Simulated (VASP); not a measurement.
## VASP 6.6.1 run: HgSe

INCAR

```
LREAL = .FALSE.
IBRION = -1
SIGMA = 5
PREC = Accurate
ENCUT = 520
EDIFF = 1E-7
GGA = PE
NELM = 60
LASPH = .TRUE.
LCHARG = .FALSE.
NBANDS = 16
ISMEAR = 0
LWAVE = .FALSE.
NSW = 0
ISIF = 2
```

KPOINTS

```
KPOINTS created by Atomic Simulation Environment
0
Gamma
8 8 8
0 0 0
```

POSCAR

```
Hg Se
 1.0000000000000000
    -0.0000000000000000    3.0926650950901058    3.0926650950901058
     3.0926650950901058    0.0000000000000000    3.0926650950901058
     3.0926650950901058    3.0926650950901058    0.0000000000000000
 Hg  Se
   1   1
Cartesian
  0.0000000000000000  0.0000000000000000 -0.0000000000000000
  1.5463325475450529  1.5463325475450529  1.5463325475450529
```

The recommended PBE PAW datasets give the neutral cell 18 valence electrons.

Command

```
mpirun -np 1 vasp_std
```

OSZICAR

```
N       E                     dE             d eps       ncg     rms          rms(c)
DAV:   1     0.103964821056E+03    0.10396E+03   -0.84023E+03   928   0.990E+02
DAV:   2    -0.544509604780E+01   -0.10941E+03   -0.10278E+03  1104   0.236E+02
DAV:   3    -0.956524753703E+01   -0.41202E+01   -0.40959E+01  1096   0.462E+01
DAV:   4    -0.958307391643E+01   -0.17826E-01   -0.17811E-01  1216   0.313E+00
DAV:   5    -0.958318583086E+01   -0.11191E-03   -0.11180E-03  1136   0.203E-01    0.883E+00
DAV:   6    -0.912475469898E+01    0.45843E+00   -0.17696E+00  1152   0.160E+01    0.800E+00
DAV:   7    -0.911886091019E+01    0.58938E-02   -0.13062E-01   968   0.371E+00    0.406E+00
DAV:   8    -0.911476573311E+01    0.40952E-02   -0.13201E-02  1184   0.995E-01    0.472E-01
DAV:   9    -0.911451612774E+01    0.24961E-03   -0.12313E-03  1208   0.373E-01    0.702E-02
DAV:  10    -0.911472940431E+01   -0.21328E-03   -0.41951E-04  1120   0.132E-01    0.582E-02
DAV:  11    -0.911473609474E+01   -0.66904E-05   -0.57345E-05  1096   0.719E-02    0.119E-02
DAV:  12    -0.911473594773E+01    0.14702E-06   -0.46247E-06  1096   0.165E-02    0.471E-03
DAV:  13    -0.911473610702E+01   -0.15929E-06   -0.41636E-07  1160   0.352E-03    0.171E-03
DAV:  14    -0.911473604142E+01    0.65605E-07   -0.10351E-07   832   0.245E-03
   1 F= -.91147360E+01 E0= -.29221873E+01  d E =-.123851E+02
```

Standard output (part)

```
POSCAR found type information on POSCAR HgSe
 POSCAR found :  2 types and       2 ions
 LDA part: xc-table for (Slater+PW92), standard interpolation
 POSCAR, INCAR and KPOINTS ok, starting setup
 WAVECAR not read
 entering main loop
```

It converged. Results: gap between bands v and c on the k mesh 0.00 eV; least direct gap on the k mesh 0.00 eV; pressure 14.7 GPa. Band v is the last that the valence electrons fill when counted band by band, and c is the next.

What is wrong with this input?

Smearing far too wide. On sound settings PBE gives a gap of 0.00 eV on its mesh and a pressure of 1.9 GPa for the intended cell. This run's energy (σ→0) differs from it by 576 meV an atom.
